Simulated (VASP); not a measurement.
A run of VASP 6.6.1 is set up as follows.

INCAR

```
ALGO = Normal
EDIFF = 1E-6
ENCUT = 520
GGA = PS
ISIF = 2
ISMEAR = 0
LASPH = T
LCHARG = T
LELF = T
LREAL = F
LVHAR = T
LWAVE = F
NBANDS = 15
NELM = 60
PREC = Accurate
SIGMA = 0.05
```

File KPOINTS:

```
k-points
0
Gamma
  6 6 6
```

POSCAR

```
CaSe
1.0
    0.0000000000      3.3000000000      3.3000000000
    3.3000000000      0.0000000000      3.3000000000
    3.3000000000      3.3000000000      0.0000000000
Ca Se
1 1
Direct
    0.0000000000      0.0000000000      0.0000000000
    0.7500000000      0.7500000000      0.7500000000
```

Potentials or basis: VASP PAW PBE potentials, release 64 (Ca_sv, Se).

Command:

```bash
$ cat potpaw_PBE.64/Ca_sv/POTCAR potpaw_PBE.64/Se/POTCAR > POTCAR
$ mpirun -np 1 vasp_std > vasp.out
```

**Question.** Predict the pressure.

**Answer.** -1.3 GPa.

**Question.** Predict the band gap on the k mesh.

**Answer.** 3.00 eV, indirect (least direct gap 3.09 eV).

Caveat: the PAW data sets were made with another functional, which shifts forces and pressure a little. As with any semilocal functional, this PBEsol gap is likely too small.
